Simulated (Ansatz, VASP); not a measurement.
**One calculation of InAs, two programs**

File INCAR:

```
SYSTEM = InAs
PREC = Accurate
ENCUT = 520
EDIFF = 1E-6
ISMEAR = -1
SIGMA = 0.1
LREAL = .FALSE.
LASPH = .TRUE.
NELM = 80
ALGO = Normal
ISIF = 2
LWAVE = .FALSE.
LCHARG = .FALSE.
GGA = PE
NBANDS = 16
```

The input KPOINTS:

```
regular mesh
0
G
  13 13 13
  0 0 0
```

File POSCAR:

```
InAs
1.0
    0.0000000000      2.5777222665      2.5777222665
    2.5777222665      0.0000000000      2.5777222665
    2.5777222665      2.5777222665      0.0000000000
In As
1 1
Direct
    0.0000000000      0.0000000000      0.0000000000
    0.5000000000      0.5000000000      0.5000000000
```

Input for Ansatz:

```yaml
crystal:
  lattice:
    - [0.0, 2.5777222665, 2.5777222665]
    - [2.5777222665, 0.0, 2.5777222665]
    - [2.5777222665, 2.5777222665, 0.0]
  atoms:
    - { symbol: In, position: [0.0, 0.0, 0.0] }
    - { symbol: As, position: [0.5, 0.5, 0.5] }
kpoints:
  mp_grid: { grid: [13, 13, 13] }
scf:
  occupations: { method: fermi_dirac, width: 0.1 }
hamiltonian:
  xc: pbe
  pseudopotentials: { kind: paw }
output:
  forces: true
  stress: true
  eigenvalues: true
  populations: true
```

Change from the starting cell: volume scaled by 0.72, PAW files.

Alike in both runs: task single point; functional PBE; k mesh 13 × 13 × 13; occupations fermi-dirac, width 0.1 eV; no spin polarisation.

```csv
,VASP,Ansatz
version,VASP 6.6.1,Ansatz 0.2.0
potentials or method,"VASP PAW PBE potentials, release 64 (In_d, As)","PAW with Ansatz's default frozen-core files, scalar-relativistic"
plane-wave cutoff (eV),520,420
valence electrons in the cell,18,28
```

|  | VASP | Ansatz | Ansatz less VASP |
| --- | --- | --- | --- |
| pressure (GPa) | 44.6 | 44.1 | -0.44 |

The functional is the same, so the differences come from potentials, cutoffs and numerics. The two sets of potentials don't hold the same shells in valence.

Caveats: so large a pressure means that the cell lies far from this level's equilibrium, or that cutoff or potentials fall short (VASP).
